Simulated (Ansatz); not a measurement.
Runs of Ansatz 0.2.0 on Zn. It takes space group Fm-3m (No. 225, cubic). The conventional cell has a = 3.930 Å, b = 3.930 Å, c = 3.930 Å, α = 90.00°, β = 90.00°, γ = 90.00°. Zn (site symmetry m-3m) is surrounded by 12 Zn at 2.78 Å. This isn't the form of Zn at room conditions, which is hcp.

| task | level | potentials or basis | cell | k mesh | cutoff (eV) | smearing | driver | mesh quality | gap on the mesh (eV) | V0 of scaled cells (Å³/atom) | relaxed volume (Å³/atom) | B0 (GPa) |
| --- | --- | --- | --- | --- | --- | --- | --- | --- | --- | --- | --- | --- |
| relaxation of cell and atoms | PBEsol0 | Ansatz PAW | relaxed | 6 × 6 × 6 | 420 | fermi-dirac 0.05 eV | - | coarse | none | - | 14.33 | - |
| equation of state | PBE0 | Ansatz PAW | as given | 6 × 6 × 6 | 420 | fermi-dirac 0.05 eV | - | coarse | - | 14.98 | - | (b) |
| single point | r2SCANh | Ansatz PAW | as given | 6 × 6 × 6 | 500 | fermi-dirac 0.05 eV | - | coarse | none | - | - | - |
| equation of state | HSE06 | Ansatz PAW | as given | 8 × 8 × 8 | 420 | fermi-dirac 0.05 eV | - | not flagged | - | 15.28 | - | 67 |
| electric field gradients | B3LYP5+D3(BJ) | JTH PAW | as given | 7 × 7 × 7 | 1080 | cold 0.01 eV | chain | not flagged | 1.23 | - | - | - |
| single point | PBE0 | Ansatz PAW | as given | 6 × 6 × 6 | 420 | fermi-dirac 0.05 eV | - | coarse | none | - | - | - |
| relaxation of cell and atoms | PBE0 | Ansatz PAW | relaxed | 6 × 6 × 6 | 420 | fermi-dirac 0.05 eV | - | coarse | none | - | 14.99 | - |
| relaxation of cell and atoms | B3LYP | Ansatz PAW | relaxed | 6 × 6 × 6 | 420 | fermi-dirac 0.05 eV | - | coarse | none | - | (a) | - |

Alike in all rows: no spin polarisation.

Q: Fill in the values left out.

A: (a) 15.91; (b) 78.

Caveats: some runs use coarse meshes; the PAW data sets come from PBE, with cores solved anew for the run's functional, which leaves a small shift of forces and pressure (some runs); the plane-wave basis is chosen anew once the cell has moved, so the energies of steps on either side of that aren't comparable (some runs); the potentials were made for another functional, which shifts forces and pressure (some runs).

A k mesh can miss the band edges.

A gap of «none» marks a metal or a gap under the smearing width.

Not every run made on this cell is shown here.
